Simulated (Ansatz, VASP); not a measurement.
# Two plane-wave programs on Ga2As3

```
Ga As
1.0
     4.97624    0.00000    0.00000
     0.00000    4.97624    0.00000
     0.00000    0.00000    4.97624
Ga As
2 3
Direct
  0.00000 0.00000 0.00000
  0.50000 0.50000 0.50000
  0.00000 0.50000 0.50000
  0.50000 0.00000 0.50000
  0.50000 0.50000 0.00000
```

Alike in both runs: functional PBE; k mesh 8 × 8 × 8; occupations gaussian, width 0.1 eV; no spin polarisation.

Ansatz relaxed the structure, and its values are those at the end. VASP's run is a single point on that final structure, the one shown.

|  | VASP | Ansatz |
| --- | --- | --- |
| version | VASP 6.6.1 | Ansatz 0.2.0 |
| potentials or method | VASP PAW PBE potentials, release 64 (Ga_d, As) | scalar-relativistic, plane waves, PAW |
| plane-wave cutoff (eV) | 520 | 420 |
| valence electrons in the cell | 41 | 71 |

```csv
,VASP,Ansatz,Ansatz less VASP
gap on the k mesh at the Fermi level (eV),none,none,-
pressure (GPa),0.1,0.0,-0.09
```

A gap of «none» marks a metal or a gap that the smearing closes. The two sets of potentials don't hold the same shells in valence.
